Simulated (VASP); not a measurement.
# Ge (Cmmm) in VASP: further runs, part 2 of 2

VASP 6.6.1.

### Step 6. Single point, PBE

INCAR

```
PREC = Accurate ; ENCUT = 700
EDIFF = 1E-7 ; ISMEAR = 0
SIGMA = 0.05 ; LREAL = F
LASPH = T ; NELM = 100
ALGO = Normal ; ISIF = 2
LWAVE = F ; LCHARG = F
GGA = PE ; NBANDS = 13
ADDGRID = F
```

KPOINTS

```
Automatic mesh
0
Gamma
  11 11 10
```

POSCAR

```
Ge
1.0
    1.3971490000     -2.6005160000      0.0000000000
    1.3971490000      2.6005160000      0.0000000000
    0.0000000000      0.0000000000      2.6982310000
Ge
1
Direct
    0.5000000000      0.5000000000      0.0000000000
```

Potentials or basis: VASP PAW PBE potentials, release 64 (Ge_d).

Run with:

```sh
> cat potpaw_PBE.64/Ge_d/POTCAR > POTCAR
> mpirun -np 1 vasp_std > vasp.out
```

OUTCAR:

```text
PREC = Accurate
   ENCUT = 700
   EDIFF = 1E-7
   ISMEAR = 0
   LREAL = F
   LASPH = T
   NELM = 100
   ISIF = 2
   GGA = PE

 Found    216 irreducible k-points:

 Following reciprocal coordinates:
            Coordinates               Weight
  0.000000  0.000000  0.000000      1.000000
  0.090909  0.000000  0.000000      4.000000
  0.181818 -0.000000  0.000000      4.000000
  0.272727 -0.000000  0.000000      4.000000
  0.363636 -0.000000  0.000000      4.000000
  0.454545 -0.000000  0.000000      4.000000
   k-points           NKPTS =    216   k-points in BZ     NKDIM =    216   number of bands    NBANDS=     13
   number of dos      NEDOS =    301   number of ions     NIONS =      1
   total plane-waves  NPLWV =  18816
   dimension x,y,z NGX =    28 NGY =   28 NGZ =   24
   dimension x,y,z NGXF=    56 NGYF=   56 NGZF=   48
   ions per type =               1
   NGX,Y,Z   is equivalent  to a cutoff of  15.77, 15.77, 14.79 a.u.
   NGXF,Y,Z  is equivalent  to a cutoff of  31.54, 31.54, 29.57 a.u.
 SYSTEM =  unknown system
   PREC   = accura    normal or accurate (medium, high low for compatibility)
   ISTART =      0    job   : 0-new  1-cont  2-samecut
   ICHARG =      2    charge: 1-file 2-atom 10-const
   ISPIN  =      1    spin polarized calculation?
   LNONCOLLINEAR =      F non collinear calculations
   LSORBIT =      F    spin-orbit coupling
   LASPH  =      T    aspherical Exc in radial PAW
   ENCUT  =  700.0 eV  51.45 Ry    7.17 a.u.   6.37  6.37  5.82*2*pi/ulx,y,z
   NELM   =    100;   NELMIN=  2; NELMDL= -5     # of ELM steps
   EDIFF  = 0.1E-06   stopping-criterion for ELM
   LREAL  =      F    real-space projection
   EDIFFG = 0.1E-05   stopping-criterion for IOM
   NSW    =      0    number of steps for IOM
   IBRION =     -1    ionic relax: 0-MD 1-quasi-New 2-CG
   NFREE  =      0    steps in history (QN), initial steepest desc. (CG)
   ISIF   =      2    stress and relaxation
   ISYM   =      2    0-nonsym 1-usesym 2-fastsym
   POTIM  = 0.5000    time-step for ionic-motion
   TEBEG  =    0.0;   TEEND  =   0.0 temperature during run
   PSTRESS=    0.0 pullay stress
   NELECT =      14.0000    total number of electrons
   NUPDOWN=      -1.0000    fix difference up-down
   EMIN   =  10.00;   EMAX   =-10.00  energy-range for DOS
   EFERMI =   0.00;   METHOD = LEGACY
   ISMEAR =     0;   SIGMA  =   0.05  broadening in eV -4-tet -1-fermi 0-gaus
   EFERMI_NEDOS =   21; number of points for ismear=-14 and -15
   IALGO  =     38    algorithm
   IMIX   =      4    mixing-type and parameters
     AMIX     =   0.40;   BMIX     =  1.00
     AMIX_MAG =   1.60;   BMIX_MAG =  1.00
  volume/ion in A,a.u.               =      19.61       132.31
  Fermi-wavevector in a.u.,A,eV,Ry     =   1.463234  2.765111 29.130796  2.141053
  Thomas-Fermi vector in A             =   2.579353
   LORBIT       =      0    0 simple, 1 ext, 2 COOP (PROOUT), +10 PAW based schemes
   GGA     = PE    functional components
   LHFCALC =     F    Hartree Fock is set to
   AEXX    =    0.0000 exact exchange contribution
   IVDW    =     0    specifies the selected vdW correction
   LEPSILON=     F    determine dielectric tensor
   LRPA    =     F    only Hartree local field effects (RPA)
 non-spin polarized calculation
 Gauss-broadening in eV      SIGMA  =   0.05
  energy-cutoff  :      700.00
  volume of cell :       19.61
 maximum number of plane-waves:       838
 NGX is ok and might be reduce to    28
   NGX = 13   NGY = 13   NGZ = 11

 number of electron      13.9999996 magnetization

 Free energy of the ion-electron system (eV)
  ---------------------------------------------------
  ext. energy  EPLUGINS =         0.00000000
  ---------------------------------------------------
  free energy    TOTEN  =        -4.26712046 eV

  energy without entropy =       -4.26645262  energy(sigma->0) =       -4.26678654

 E-fermi :   6.1956     XC(G=0): -11.0381

 val. band max:        6.1921454584   @ k =   0.3636   0.1818   0.1000
 cond. band min:       6.1973188077   @ k =   0.4545   0.0909   0.4000
 fundamental gap:      0.0051733493
 Fermi energy:         6.1955788211

 k-point     1 :       0.0000    0.0000    0.0000
  band No.  band energies     occupation
      1     -18.5244      2.00000
      2     -18.4721      2.00000
      3     -18.4215      2.00000
      4     -18.3157      2.00000
      5     -18.2947      2.00000
      6      -6.6456      2.00000
      7      12.8821      0.00000
      8      13.3516      0.00000
      9      14.8625      0.00000
     10      16.3758      0.00000
     11      18.7117      0.00000
     12      21.0928      0.00000
     13      21.2206      0.00000

 k-point     2 :       0.0909    0.0000    0.0000
  band No.  band energies     occupation
      1     -18.5187      2.00000
      2     -18.4634      2.00000
      3     -18.4225      2.00000
      4     -18.3169      2.00000
      5     -18.2986      2.00000
      6      -6.4451      2.00000
      7      12.4763      0.00000
      8      13.0771      0.00000
      9      13.3087      0.00000
     10      16.8234      0.00000
     11      18.4106      0.00000
     12      20.0268      0.00000
     13      22.3936      0.00000

 k-point     3 :       0.1818   -0.0000    0.0000
  band No.  band energies     occupation
      1     -18.5066      2.00000
      2     -18.4464      2.00000
      3     -18.4158      2.00000
      4     -18.3212      2.00000
      5     -18.3083      2.00000
      6      -5.8441      2.00000
      7       9.6877      0.00000
      8      11.8779      0.00000
      9      13.6496      0.00000
     10      16.2418      0.00000
     11      17.9479      0.00000
     12      21.9562      0.00000
     13      25.0165      0.00000

 k-point     4 :       0.2727   -0.0000    0.0000
  band No.  band energies     occupation
      1     -18.4992      2.00000
      2     -18.4390      2.00000
      3     -18.3842      2.00000
      4     -18.3308      2.00000
      5     -18.3169      2.00000
      6      -4.8486      2.00000
      7       6.5659      0.00000
      8      10.8300      0.00000
      9      14.5532      0.00000
     10      15.0023      0.00000
     11      18.8271      0.00000
     12      24.5825      0.00000
     13      27.4903      0.00000

 k-point     5 :       0.3636   -0.0000    0.0000
  band No.  band energies     occupation
      1     -18.5013      2.00000
      2     -18.4302      2.00000
      3     -18.3486      2.00000
      4     -18.3429      2.00000
      5     -18.3214      2.00000
      6      -3.4891      2.00000
      7       3.7005      2.00000
      8      10.0908      0.00000
      9      14.1552      0.00000
     10      15.6612      0.00000
     11      20.1138      0.00000
     12      24.9436      0.00000
     13      25.7552      0.00000

 k-point     6 :       0.4545   -0.0000    0.0000
  band No.  band energies     occupation
      1     -18.5054      2.00000
      2     -18.4230      2.00000
      3     -18.3507      2.00000
      4     -18.3268      2.00000
      5     -18.3235      2.00000
      6      -1.9688      2.00000
      7       1.4094      2.00000
      8       9.7098      0.00000
      9      13.7347      0.00000
     10      16.5978      0.00000
     11      21.7646      0.00000
     12      23.2790      0.00000
     13      23.7454      0.00000

 [... further k-points ...]

------------------------ aborting loop because EDIFF is reached ----------------------------------------

  FORCE on cell =-STRESS in cart. coord.  units (eV):
  Direction    XX          YY          ZZ          XY          YZ          ZX
  --------------------------------------------------------------------------------------
  -------------------------------------------------------------------------------------
  Total        0.1273541     -0.3394714     -0.0129213     -0.0000000      0.0000000      0.0000000
  in kB       10.4066748    -27.7397446     -1.0558553     -0.0000000      0.0000000      0.0000000
  external PRESSURE =      -6.1296417 kB  Pullay stress =       0.0000000 kB

 VOLUME and BASIS-vectors are now :
 -----------------------------------------------------------------------------
  energy-cutoff  :      700.00
  volume of cell :       19.61
      direct lattice vectors                 reciprocal lattice vectors
     1.397149000 -2.600516000  0.000000000     0.357871637 -0.192269534  0.000000000
     1.397149000  2.600516000  0.000000000     0.357871637  0.192269534  0.000000000
     0.000000000  0.000000000  2.698231000     0.000000000  0.000000000  0.370613191

 POSITION                                       TOTAL-FORCE (eV/Angst)
 -----------------------------------------------------------------------------------
      1.39715      0.00000      0.00000         0.000000     -0.000000      0.000000
 -----------------------------------------------------------------------------------
    total drift:                                0.000000      0.000000     -0.000000

  FREE ENERGIE OF THE ION-ELECTRON SYSTEM (eV)
  ---------------------------------------------------
  free  energy   TOTEN  =        -4.2671204600 eV

  energy  without entropy=       -4.2664526240  energy(sigma->0) =       -4.26678654
```

OSZICAR:

```text
N       E                     dE             d eps       ncg     rms          rms(c)
DAV:   1     0.708863361630E+02    0.70886E+02   -0.84061E+03  6078   0.346E+03
DAV:   2     0.252886833545E+01   -0.68357E+02   -0.65122E+02  5966   0.474E+02
DAV:   3    -0.417582847159E+01   -0.67047E+01   -0.66627E+01  6394   0.801E+01
DAV:   4    -0.427521219068E+01   -0.99384E-01   -0.99351E-01  6446   0.106E+01
DAV:   5    -0.427620551095E+01   -0.99332E-03   -0.99331E-03  6591   0.119E+00    0.131E+00
DAV:   6    -0.426953749821E+01    0.66680E-02   -0.69395E-03  6982   0.189E+00    0.746E-01
DAV:   7    -0.426718141310E+01    0.23561E-02   -0.56123E-03  7473   0.145E+00    0.727E-02
DAV:   8    -0.426711840032E+01    0.63013E-04   -0.65501E-04  6826   0.580E-01    0.258E-02
DAV:   9    -0.426712106129E+01   -0.26610E-05   -0.15578E-05  7366   0.635E-02    0.871E-03
DAV:  10    -0.426712061992E+01    0.44136E-06   -0.71061E-07  6354   0.131E-02    0.148E-03
DAV:  11    -0.426712047989E+01    0.14003E-06   -0.11185E-07  5048   0.619E-03    0.207E-04
DAV:  12    -0.426712046005E+01    0.19845E-07   -0.98154E-09  3218   0.142E-03
   1 F= -.42671205E+01 E0= -.42667865E+01  d E =-.667836E-03
```

Run time: 25 s. Hardware: 1 thread of Intel Xeon 6975P-C (Granite Rapids), shared host; peak memory 0.21 GiB.

These settings aren't checked as converged: the numbers below hold their error.

What came out:

```yaml
Free_energy: -4.2671 eV
Pressure: -0.6 GPa
Band_gap_on_the_k_mesh: none (metal or under the smearing width)
```
